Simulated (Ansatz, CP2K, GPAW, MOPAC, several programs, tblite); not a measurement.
## Many methods on one cell: TiS₂ (CdI2 type)

TiS₂ in the CdI2 structure, relaxed with r2SCAN+rVV10 in Ansatz, was computed with several methods. The symmetry is P-3m1 (No. 164, trigonal); conventional cell a = 3.411 Å, c = 5.739 Å, 19.27 Å³ an atom. Around Ti lie 6 S at 2.42 Å; around S lie 3 Ti at 2.42 Å. Spin-unpolarised throughout; all numbers are computed.

```
CELL_PARAMETERS angstrom
3.41060 0.00000 0.00000
-1.70530 2.95367 0.00000
0.00000 0.00000 5.73872
ATOMIC_POSITIONS crystal
Ti 0.00000 0.00000 0.00000
S 0.33333 0.66667 0.24491
S 0.66667 0.33333 0.75509
```

Gaps and times are for a single point on this cell; volume and bulk modulus come from each method's own relaxation or energy curve at fixed shape, which is too stiff where a cell has free coordinates or axes. Times are rough, from shared hosts (Arm Neoverse V2), and each method has its own mesh and cell size. A double dagger marks a value from a curve with shape and coordinates held. PM7 (MOPAC), GFN1-xTB (tblite), GFN2-xTB (tblite) treat a cluster of cells at its zone centre, which samples few k points: where these miss a band edge, the gap comes out too large for that reason alone. Gaps from k meshes are read at a limited set of points (mesh, symmetry points, PBE's band edges), so each method's own least gap may be somewhat smaller. xTB and the PM methods were fitted mostly to molecules, and can miss a solid's gap by electronvolts. Minimal bases can be far off for gaps. Curves at held shape can't give the bulk modulus of a layered or molecular crystal, so none is listed. d marks a direct gap, i an indirect one (no mark: not told apart), a dash a value that wasn't computed or didn't pass its checks.

| method | kind | gap (eV) | own volume (Å³/atom) | bulk modulus (GPa) | atoms computed | processor time |
| --- | --- | --- | --- | --- | --- | --- |
| light PBE (260 eV and a coarse mesh) | light plane-wave | overlap 0.07 | – | – | 3 | 0.86 s |
| PBE | semilocal | overlap 0.08 | – | – | 3 | 3.7 s |
| GFN1-xTB (tblite) | tight binding | 0.24 | 18.78‡ | – | 54 | 4.1 s |
| GFN2-xTB (tblite) | tight binding | 0.37 | 20.98‡ | – | 54 | 5.5 s |
| PBE/SZV (CP2K) | small basis | 0 | 18.28‡ | – | 3 | 7.2 s |
| r2SCAN | semilocal | 0.14 i | – | – | 3 | 13 s |
| PBE/DZVP (CP2K) | small basis | overlap 0.10 | 19.49‡ | – | 3 | 19 s |
| PBE/single zeta (GPAW) | small basis | 0.14 i | – | – | 3 | 66 s |
| PM7 (MOPAC) | semi-empirical | 4.12 | – | – | 54 | 67 s |

Against r2SCAN (0.14 eV) and with closed or daggered gaps left aside, the nearest gap at the points sampled is that of PBE/single zeta (GPAW) (0.00 eV) and the farthest that of PM7 (MOPAC) (+3.98 eV). r2SCAN is only a yardstick of convenience: semilocal gaps usually lie below measured ones, which GLLB-SC and hybrids aim to mend.

With PBE the bands overlap or touch, or nearly. Semilocal functionals can close a real gap, so this doesn't show a metal; small gaps of other methods may in turn close between the points read or with spin-orbit coupling, and the solid may be a semimetal.
